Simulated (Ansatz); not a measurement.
## Compressing Co

Theory: DFT PBEsol, scalar-relativistic, plane waves, PAW (Ansatz 0.2.0). (420 eV cutoff, 18×18×6 k-mesh, Gaussian smearing of 0.10 eV, collinear spin)

Reference structure (relaxed):

```
Co
1.0
     2.45521    0.00000    0.00000
    -1.22761    2.12628    0.00000
     0.00000    0.00000    7.96484
Co
4
Direct
  0.00000 0.00000 0.00000
  0.33333 0.66667 0.25000
  0.00000 0.00000 0.50000
  0.66667 0.33333 0.75000
```

Cell and atoms are relaxed at each pressure within the symmetry of the start, at zero temperature, so transitions that lower the symmetry aren't seen. The k-mesh given is that at zero pressure and may differ at others. a, b and c are the lengths of the cell vectors above. ΔH is E + PV over the energy at zero pressure.

| P (GPa) | V (Å³/atom) | V/V0 | a (Å) | b (Å) | c (Å) | ΔH (eV/atom) | moment (μB/cell) |
| --- | --- | --- | --- | --- | --- | --- | --- |
| -3 | 10.53 | 1.013 | 2.465 | 2.465 | 8.000 | -0.196 | 6.42 |
| 0 | 10.40 | 1.000 | 2.455 | 2.455 | 7.965 | 0.000 | 6.39 |
| 3 | 10.27 | 0.988 | 2.446 | 2.446 | 7.931 | 0.193 | 6.36 |
| 8 | 10.09 | 0.970 | 2.431 | 2.431 | 7.881 | 0.511 | 6.31 |
| 15 | 9.85 | 0.948 | 2.413 | 2.413 | 7.818 | 0.946 | 6.25 |
| 30 | 9.44 | 0.908 | 2.379 | 2.379 | 7.702 | 1.849 | 6.15 |
| 60 | 8.81 | 0.847 | 2.324 | 2.324 | 7.527 | 3.554 | 5.83 |